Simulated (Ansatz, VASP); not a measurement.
This is a calculation of TaN for Ansatz 0.2.0.

Contents of input.yaml:

```yaml
crystal:
  lattice:
    - [2.957458638, 0.0, 0.0]
    - [-1.478729314, 2.5612343136, 0.0]
    - [0.0, 0.0, 2.9020954963]
  atoms:
    - { symbol: Ta, position: [0.3333333333, 0.6666666667, 0.5] }
    - { symbol: "N", position: [0.0, 0.0, 0.0] }
hamiltonian:
  xc: pbe
  pseudopotentials: { kind: paw }
kpoints:
  mp_grid: { grid: [10, 10, 9] }
scf:
  occupations: { method: fermi_dirac, width: 0.05 }
output:
  forces: true
  stress: true
  eigenvalues: true
```

Potentials or basis: Ansatz PAW.

Launch:

```sh
$ ansatz run input.yaml --threads 1 --pin off --max-ram 3584MiB --backend cpu --events-out ev --progress --plain --runs-dir out
```

Task: Translate it to VASP 6.6.1. Potentials there: VASP PAW PBE potentials, release 64 (Ta_pv, N).

Result: As run (the cutoff follows the program's own potentials):

The input INCAR:

```
SYSTEM = TaN
ALGO = Normal
EDIFF = 1E-6
ENCUT = 520
GGA = PE
ISIF = 2
ISMEAR = -1
LASPH = .True.
LCHARG = .True.
LELF = .True.
LREAL = .False.
LVHAR = .True.
LWAVE = .False.
NBANDS = 15
NELM = 60
PREC = Accurate
SIGMA = 0.05
```

File KPOINTS:

```
k-points
0
Gamma
  10 10 9
  0 0 0
```

The input POSCAR:

```
TaN
1.0
    2.9574586380      0.0000000000      0.0000000000
   -1.4787293140      2.5612343136      0.0000000000
    0.0000000000      0.0000000000      2.9020954963
Ta N
1 1
Direct
    0.3333333333      0.6666666667      0.5000000000
    0.0000000000      0.0000000000      0.0000000000
```

Potentials or basis: VASP PAW PBE potentials, release 64 (Ta_pv, N).

Command:

```console
$ cat potpaw_PBE.64/Ta_pv/POTCAR potpaw_PBE.64/N/POTCAR > POTCAR
$ mpirun -np 1 vasp_std > vasp.out
```

Both were run:

|  | VASP | Ansatz | Ansatz less VASP |
| --- | --- | --- | --- |
| gap on the k mesh at the Fermi level (eV) | none | none | - |
| pressure (GPa) | -1.5 | -2.1 | -0.64 |
| largest component of the traceless stress (GPa) | 0.28 | 0.18 | -0.101 |

A gap of «none» marks a metal or a gap that the smearing closes. The two sets of potentials don't hold the same shells in valence.

Caveats: the pressure holds a Pulay correction of +0.4 GPa for the finite cutoff (Ansatz). The runs have no spin-orbit coupling, so splittings on Ta are missing.
